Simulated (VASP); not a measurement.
# SrO (P6_3mc) in VASP: further runs

Runs on SrO. Level: LDA. Tasks: single point.

All numbers are computed with VASP 6.6.1; they aren't measurements. Logs are shortened: lines on timing, memory, paths and dates and some standing lists are left out, and cuts for length are marked.

## (1) The cell of the first run

The structure is hexagonal, space group P6_3mc (No. 186). The conventional cell has a = 4.275 Å, b = 4.275 Å, c = 5.568 Å, α = 90.00°, β = 90.00°, γ = 120.00°. Sr (site symmetry 3m) is surrounded by 5 O at 2.47 to 2.79 Å. Around O (site symmetry 3m) lie 5 Sr at 2.47 to 2.79 Å.

Measurements of this composition are mostly on another form, of space group No. 225.

## (2) Single point, LDA (strain +0.000 along x and y, +0.080 along z, atoms carried along)

INCAR reads:

```
  PREC = Accurate
  ENCUT = 520
  EDIFF = 1E-6
  ISMEAR = 0
  SIGMA = 0.05
  LREAL = False
  LASPH = True
  NELM = 100
  ALGO = Normal
  ISIF = 2
  LWAVE = False
  LCHARG = False
  GGA = CA
  NBANDS = 24
```

KPOINTS reads:

```
Automatic mesh
0
Gamma
  9 9 6
```

POSCAR reads:

```
SrO
1.0
    4.2754662656      0.0000000000      0.0000000000
   -2.1377331328      3.7026623990      0.0000000000
    0.0000000000      0.0000000000      5.5680425892
Sr O
2 2
Direct
    0.3333333333      0.6666666667      0.9381277000
    0.6666666667      0.3333333333      0.4381277000
    0.3333333333      0.6666666667      0.4368723000
    0.6666666667      0.3333333333      0.9368723000
```

Potentials or basis: VASP PAW LDA potentials, release 64 (Sr_sv, O).

The run is started by

```
> cat potpaw_LDA.64/Sr_sv/POTCAR potpaw_LDA.64/O/POTCAR > POTCAR
> mpirun -np 1 vasp_std > vasp.out
```

OUTCAR:

```text
PREC = Accurate
   ENCUT = 520
   EDIFF = 1E-6
   ISMEAR = 0
   LREAL = False
   LASPH = True
   NELM = 100
   ISIF = 2
   GGA = CA

 ion  position               nearest neighbor table
   1  0.333  0.667  0.938-   4 2.47   4 2.47   4 2.47   3 2.78   3 2.79   2 3.72   2 3.72   2 3.72
                             2 3.72   2 3.72   2 3.72
   2  0.667  0.333  0.438-   3 2.47   3 2.47   3 2.47   4 2.78   4 2.79   1 3.72   1 3.72   1 3.72
                             1 3.72   1 3.72   1 3.72
   3  0.333  0.667  0.437-   2 2.47   2 2.47   2 2.47   1 2.78   1 2.79
   4  0.667  0.333  0.937-   1 2.47   1 2.47   1 2.47   2 2.78   2 2.79

  LATTYP: Found a hexagonal cell.
 ALAT       =     4.2754662656
 C/A-ratio  =     1.3023240609

  Lattice vectors:

 A1 = (   4.2754662656,   0.0000000000,   0.0000000000)
 A2 = (  -2.1377331328,   3.7026623990,   0.0000000000)
 A3 = (   0.0000000000,   0.0000000000,   5.5680425892)

Analysis of symmetry for initial positions (statically):
=====================================================================
 Subroutine PRICEL returns:
 Original cell was already a primitive cell.

 Routine SETGRP: Setting up the symmetry group for a
 hexagonal supercell.

 Subroutine GETGRP returns: Found 12 space group operations
 (whereof  6 operations were pure point group operations)
 out of a pool of 24 trial point group operations.

The static configuration has the point symmetry C_3v.
 The point group associated with its full space group is C_6v.

Analysis of symmetry for dynamics (positions and initial velocities):
=====================================================================
 Subroutine PRICEL returns:
 Original cell was already a primitive cell.

 Routine SETGRP: Setting up the symmetry group for a
 hexagonal supercell.

 Subroutine GETGRP returns: Found 12 space group operations
 (whereof  6 operations were pure point group operations)
 out of a pool of 24 trial point group operations.

The dynamic configuration has the point symmetry C_3v.
 The point group associated with its full space group is C_6v.

 Subroutine INISYM returns: Found 12 space group operations
 (whereof  6 operations are pure point group operations),
 and found     1 'primitive' translations

----------------------------------------------------------------------------------------

                                     Primitive cell

  volume of cell :      88.1455

  direct lattice vectors                    reciprocal lattice vectors
     4.275466266  0.000000000  0.000000000     0.233892618  0.135037966  0.000000000
    -2.137733133  3.702662399  0.000000000     0.000000000  0.270075932  0.000000000
     0.000000000  0.000000000  5.568042589     0.000000000  0.000000000  0.179596327

  length of vectors
     4.275466266  4.275466266  5.568042589     0.270075932  0.270075932  0.179596327

  position of ions in fractional coordinates (direct lattice)
     0.333333333  0.666666667  0.938127700
     0.666666667  0.333333333  0.438127700
     0.333333333  0.666666667  0.436872300
     0.666666667  0.333333333  0.936872300

  ion indices of the primitive-cell ions
   primitive index   ion index
                 1           1
                 2           2
                 3           3
                 4           4

----------------------------------------------------------------------------------------

 KPOINTS: Automatic mesh

Automatic generation of k-mesh.
 Grid dimensions read from file:
 generate k-points for:    9    9    6

 Generating k-lattice:

  Cartesian coordinates                     Fractional coordinates (reciprocal lattice)
     0.025988069  0.015004218  0.000000000     0.111111111  0.000000000  0.000000000
     0.000000000  0.030008437  0.000000000     0.000000000  0.111111111  0.000000000
     0.000000000  0.000000000  0.029932721     0.000000000  0.000000000  0.166666667

  Length of vectors
     0.030008437  0.030008437  0.029932721

  Shift w.r.t. Gamma in fractional coordinates (k-lattice)
     0.000000000  0.000000000  0.000000000

 Subroutine IBZKPT returns following result:
 ===========================================

 Found     48 irreducible k-points:

 Following reciprocal coordinates:
            Coordinates               Weight
  0.000000  0.000000  0.000000      1.000000
  0.111111  0.000000  0.000000      6.000000
  0.222222  0.000000  0.000000      6.000000
  0.333333  0.000000  0.000000      6.000000
  0.444444  0.000000  0.000000      6.000000
  0.111111  0.111111  0.000000      6.000000
[... 16 lines left out ...]
  0.333333  0.222222  0.166667     24.000000
  0.333333  0.333333  0.166667      4.000000
 [... further k-points ...]
   k-points           NKPTS =     48   k-points in BZ     NKDIM =     48   number of bands    NBANDS=     24
   number of dos      NEDOS =    301   number of ions     NIONS =      4
   total plane-waves  NPLWV =  43008
   dimension x,y,z NGX =    32 NGY =   32 NGZ =   42
   dimension x,y,z NGXF=    64 NGYF=   64 NGZF=   84
   ions per type =               2   2
   NGX,Y,Z   is equivalent  to a cutoff of  12.44, 12.44, 12.54 a.u.
   NGXF,Y,Z  is equivalent  to a cutoff of  24.89, 24.89, 25.08 a.u.
 SYSTEM =  unknown system
   PREC   = accura    normal or accurate (medium, high low for compatibility)
   ISTART =      0    job   : 0-new  1-cont  2-samecut
   ICHARG =      2    charge: 1-file 2-atom 10-const
   ISPIN  =      1    spin polarized calculation?
   LNONCOLLINEAR =      F non collinear calculations
   LSORBIT =      F    spin-orbit coupling
   LASPH  =      T    aspherical Exc in radial PAW
   ENCUT  =  520.0 eV  38.22 Ry    6.18 a.u.   7.95  7.95 10.35*2*pi/ulx,y,z
   NELM   =    100;   NELMIN=  2; NELMDL= -5     # of ELM steps
   EDIFF  = 0.1E-05   stopping-criterion for ELM
   LREAL  =      F    real-space projection
   EDIFFG = 0.1E-04   stopping-criterion for IOM
   NSW    =      0    number of steps for IOM
   IBRION =     -1    ionic relax: 0-MD 1-quasi-New 2-CG
   NFREE  =      0    steps in history (QN), initial steepest desc. (CG)
   ISIF   =      2    stress and relaxation
   ISYM   =      2    0-nonsym 1-usesym 2-fastsym
   POTIM  = 0.5000    time-step for ionic-motion
   TEBEG  =    0.0;   TEEND  =   0.0 temperature during run
   PSTRESS=    0.0 pullay stress
   NELECT =      32.0000    total number of electrons
   NUPDOWN=      -1.0000    fix difference up-down
   EMIN   =  10.00;   EMAX   =-10.00  energy-range for DOS
   EFERMI =   0.00;   METHOD = LEGACY
   ISMEAR =     0;   SIGMA  =   0.05  broadening in eV -4-tet -1-fermi 0-gaus
   EFERMI_NEDOS =   21; number of points for ismear=-14 and -15
   IALGO  =     38    algorithm
   IMIX   =      4    mixing-type and parameters
     AMIX     =   0.40;   BMIX     =  1.00
     AMIX_MAG =   1.60;   BMIX_MAG =  1.00
  volume/ion in A,a.u.               =      22.04       148.71
  Fermi-wavevector in a.u.,A,eV,Ry     =   1.167862  2.206939 18.557001  1.363901
  Thomas-Fermi vector in A             =   2.304356
   LORBIT       =      0    0 simple, 1 ext, 2 COOP (PROOUT), +10 PAW based schemes
   GGA     = CA    functional components
   LHFCALC =     F    Hartree Fock is set to
   AEXX    =    0.0000 exact exchange contribution
   IVDW    =     0    specifies the selected vdW correction
   LEPSILON=     F    determine dielectric tensor
   LRPA    =     F    only Hartree local field effects (RPA)
 non-spin polarized calculation
 Gauss-broadening in eV      SIGMA  =   0.05
  energy-cutoff  :      520.00
  volume of cell :       88.15
 maximum number of plane-waves:      2394
 NGX is ok and might be reduce to    32
   NGX = 15   NGY = 15   NGZ = 21

 number of electron      32.0000000 magnetization

 Free energy of the ion-electron system (eV)
  ---------------------------------------------------
  ext. energy  EPLUGINS =         0.00000000
  ---------------------------------------------------
  free energy    TOTEN  =       -26.01715425 eV

  energy without entropy =      -26.01715425  energy(sigma->0) =      -26.01715425

 E-fermi :   0.3260     XC(G=0):  -9.1397

 val. band max:        0.0964178861   @ k =   0.3333   0.3333   0.0000
 cond. band min:       2.3455643522   @ k =   0.0000   0.0000   0.0000
 fundamental gap:      2.2491464661
 Fermi energy:         0.3260458057

 k-point     1 :       0.0000    0.0000    0.0000
  band No.  band energies     occupation
      1     -32.2612      2.00000
      2     -32.1589      2.00000
      3     -14.8139      2.00000
      4     -14.4873      2.00000
      5     -14.4455      2.00000
      6     -14.4193      2.00000
[... 16 lines left out ...]
     23       8.5852      0.00000
     24       8.5853      0.00000

 k-point     2 :       0.1111    0.0000    0.0000
  band No.  band energies     occupation
      1     -32.2564      2.00000
      2     -32.1595      2.00000
      3     -14.9052      2.00000
      4     -14.8507      2.00000
      5     -14.7916      2.00000
      6     -14.4339      2.00000
[... 16 lines left out ...]
     23       8.3000      0.00000
     24       8.5544      0.00000

 k-point     3 :       0.2222    0.0000    0.0000
  band No.  band energies     occupation
      1     -32.2434      2.00000
      2     -32.1620      2.00000
      3     -15.3101      2.00000
      4     -15.2494      2.00000
      5     -14.7347      2.00000
      6     -14.4691      2.00000
[... 16 lines left out ...]
     23       8.2003      0.00000
     24       8.4599      0.00000

 k-point     4 :       0.3333    0.0000    0.0000
  band No.  band energies     occupation
      1     -32.2263      2.00000
      2     -32.1672      2.00000
      3     -15.6068      2.00000
      4     -15.5416      2.00000
      5     -14.6529      2.00000
      6     -14.5065      2.00000
[... 16 lines left out ...]
     23       8.0971      0.00000
     24       8.3184      0.00000

 k-point     5 :       0.4444    0.0000    0.0000
  band No.  band energies     occupation
      1     -32.2118      2.00000
      2     -32.1739      2.00000
      3     -15.7633      2.00000
      4     -15.6948      2.00000
      5     -14.5770      2.00000
      6     -14.5299      2.00000
[... 16 lines left out ...]
     23       8.2024      0.00000
     24       8.3453      0.00000

 k-point     6 :       0.1111    0.1111    0.0000
  band No.  band energies     occupation
      1     -32.2475      2.00000
      2     -32.1611      2.00000
      3     -15.2059      2.00000
      4     -15.1540      2.00000
      5     -14.7531      2.00000
      6     -14.4617      2.00000
[... 16 lines left out ...]
     23       8.1232      0.00000
     24       8.5297      0.00000
[... 379 lines left out ...]
 k-point    21 :       0.4444    0.1111    0.1667
  band No.  band energies     occupation
      1     -32.2046      2.00000
      2     -32.1788      2.00000
      3     -15.8398      2.00000
      4     -15.7884      2.00000
      5     -14.5506      2.00000
      6     -14.4746      2.00000
[... 16 lines left out ...]
     23       8.2985      0.00000
     24       8.5546      0.00000

 k-point    22 :       0.2222    0.2222    0.1667
  band No.  band energies     occupation
      1     -32.2139      2.00000
      2     -32.1741      2.00000
      3     -15.7441      2.00000
      4     -15.7057      2.00000
      5     -14.5579      2.00000
      6     -14.5202      2.00000
[... 16 lines left out ...]
     23       8.2057      0.00000
     24       8.7921      0.00000

 k-point    23 :       0.3333    0.2222    0.1667
  band No.  band energies     occupation
      1     -32.2011      2.00000
      2     -32.1809      2.00000
      3     -15.8364      2.00000
      4     -15.8089      2.00000
      5     -14.6035      2.00000
      6     -14.4538      2.00000
[... 16 lines left out ...]
     23       8.0459      0.00000
     24       8.9490      0.00000

 k-point    24 :       0.3333    0.3333    0.1667
  band No.  band energies     occupation
      1     -32.1900      2.00000
      2     -32.1900      2.00000
      3     -15.8494      2.00000
      4     -15.8494      2.00000
      5     -14.6356      2.00000
      6     -14.3864      2.00000
[... 16 lines left out ...]
     23       7.5834      0.00000
     24       9.3683      0.00000

 [... further k-points ...]

------------------------ aborting loop because EDIFF is reached ----------------------------------------

  FORCE on cell =-STRESS in cart. coord.  units (eV):
  Direction    XX          YY          ZZ          XY          YZ          ZX
  --------------------------------------------------------------------------------------
  -------------------------------------------------------------------------------------
  Total       -3.3878593     -3.3878593     -5.8906115      0.0000000      0.0000000      0.0000000
  in kB      -61.5794498    -61.5794498   -107.0707430      0.0000000      0.0000000      0.0000000
  external PRESSURE =     -76.7432142 kB  Pullay stress =       0.0000000 kB

 VOLUME and BASIS-vectors are now :
 -----------------------------------------------------------------------------
  energy-cutoff  :      520.00
  volume of cell :       88.15
      direct lattice vectors                 reciprocal lattice vectors
     4.275466266  0.000000000  0.000000000     0.233892618  0.135037966  0.000000000
    -2.137733133  3.702662399  0.000000000     0.000000000  0.270075932  0.000000000
     0.000000000  0.000000000  5.568042589     0.000000000  0.000000000  0.179596327

 POSITION                                       TOTAL-FORCE (eV/Angst)
 -----------------------------------------------------------------------------------
     -0.00000      2.46844      5.22353        -0.000000     -0.000000      0.004337
      2.13773      1.23422      2.43951         0.000000     -0.000000      0.004337
     -0.00000      2.46844      2.43252        -0.000000      0.000000     -0.004337
      2.13773      1.23422      5.21654         0.000000     -0.000000     -0.004337
 -----------------------------------------------------------------------------------
    total drift:                               -0.000000      0.000000     -0.000450

  FREE ENERGIE OF THE ION-ELECTRON SYSTEM (eV)
  ---------------------------------------------------
  free  energy   TOTEN  =       -26.0171542461 eV

  energy  without entropy=      -26.0171542461  energy(sigma->0) =      -26.01715425
```

It took 90 s on 1 thread of Intel Xeon Platinum 8488C (Sapphire Rapids), shared host; peak memory 0.22 GiB.

Results:

| Item | Value |
| --- | --- |
| Free energy | -26.0172 eV |
| Pressure | -7.7 GPa |
| Largest force | 0.004 eV/Å |
| Band gap on the k mesh | 2.25 eV, indirect (least direct gap 2.33 eV) |

Forces on the atoms (eV/Å):
```
Sr   0.000  0.000  0.004
Sr   0.000  0.000  0.004
O    0.000  0.000 -0.004
O    0.000  0.000 -0.004
```

Levels at points of the mesh, in eV from the valence-band top:
| k point | band 13 | band 14 | band 15 | band 16 | band 17 | band 18 | band 19 | band 20 |
| --- | --- | --- | --- | --- | --- | --- | --- | --- |
| (0.00, 0.00, 0.00) | -0.86 | -0.86 | -0.63 | -0.08 | 2.25 | 6.05 | 6.05 | 6.44 |
| (0.00, 0.00, 0.50) | -0.97 | -0.97 | -0.97 | -0.97 | 4.02 | 4.02 | 7.45 | 7.45 |

Caveat: an odd mesh through Γ misses points on the zone boundary, where band edges often lie.

## (3) Single point, LDA (strain +0.080 along x and y, +0.000 along z, atoms carried along)

INCAR reads:

```
PREC = Accurate
ENCUT = 520
EDIFF = 1E-6
ISMEAR = 0
SIGMA = 0.05
LREAL = F
LASPH = T
NELM = 100
ALGO = Normal
ISIF = 2
LWAVE = F
LCHARG = F
GGA = CA
NBANDS = 24
```

KPOINTS reads:

```
regular mesh
0
Gamma
  9 9 6
```

POSCAR reads:

```
SrO
1.0
    4.6175035668      0.0000000000      0.0000000000
   -2.3087517834      3.9988753909      0.0000000000
    0.0000000000      0.0000000000      5.1555949900
Sr O
2 2
Direct
    0.3333333333      0.6666666667      0.9381277000
    0.6666666667      0.3333333333      0.4381277000
    0.3333333333      0.6666666667      0.4368723000
    0.6666666667      0.3333333333      0.9368723000
```

Potentials or basis: VASP PAW LDA potentials, release 64 (Sr_sv, O).

The run is started by

```
> cat potpaw_LDA.64/Sr_sv/POTCAR potpaw_LDA.64/O/POTCAR > POTCAR
> mpirun -np 1 vasp_std > vasp.out
```

Wall time 92 s (1 thread of Intel Xeon Platinum 8488C (Sapphire Rapids), shared host); peak memory 0.24 GiB.

Results (log left out):

| Property | Result |
| --- | --- |
| Free energy | -25.6684 eV |
| Pressure | -10.2 GPa |
| Largest force | 0.012 eV/Å |
| Band gap on the k mesh | 1.83 eV, direct |

Forces in eV/Å, atoms in the order of the input:
```
Sr   0.000  0.000 -0.012
Sr   0.000  0.000 -0.012
O    0.000  0.000  0.012
O    0.000  0.000  0.012
```

Stress tensor (GPa, compression positive):
```
-10.77   0.00   0.00
  0.00 -10.77   0.00
  0.00   0.00  -8.94
```

Levels at points of the mesh, in eV from the valence-band top:
```tsv
k point	band 14	band 15	band 16	band 17	band 18	band 19
(0.00, 0.00, 0.00)	-0.88	-0.41	0.00	1.83	5.40	5.40
(0.00, 0.00, 0.50)	-1.04	-1.04	-1.04	3.47	3.47	6.89
```

Caveat: an odd mesh through Γ misses points on the zone boundary, where band edges often lie.

(Part 1 of 2 ends here.)
